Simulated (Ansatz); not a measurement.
MnO:

```xyz
2
Lattice="0.0000 2.2220 2.2220 2.2220 0.0000 2.2220 2.2220 2.2220 0.0000" Properties=species:S:1:pos:R:3 pbc="T T T"
Mn    0.0000    0.0000    0.0000
O     2.2220    2.2220    2.2220
```

Base run:

* Program: Ansatz 0.2.0
* Functional: HSE06 form with a typed share of exact exchange
* Potentials or basis: Ansatz PAW
* Cutoff: 420 eV (not typed: the program's choice for these potentials)
* k mesh: 6 × 6 × 6
* Occupations: fermi-dirac, width 0.05 eV
* Spin: collinear spin, ferromagnetic start
* Starting moments: [4.0, 0.0] μB

Its results: band gap on the k mesh 2.09 eV, indirect (least direct gap 4.71 eV); pressure -0.2 GPa; net moment 5.00 μB per cell; site moments Mn +4.34; O +0.21 μB.

Problem. The run is repeated on the same cell with these changes: functional from HSE06 form with a typed share of exact exchange to HSE06; share of exact exchange from 0.35 to 0.25. What comes out?

Solution. Band gap on the k mesh 1.24 eV, indirect (least direct gap 4.07 eV); pressure 1.2 GPa; net moment 5.00 μB per cell; site moments Mn +4.30; O +0.23 μB.

Caveats: the magnetic or orbital state may not be the lowest; a cell with one magnetic atom can't hold antiferromagnetic order, which such compounds often take; the PAW data sets come from PBE, with cores solved anew for the run's functional, which leaves a small shift of forces and pressure; the thresholds are loose for stress.

A k mesh can miss the band edges.
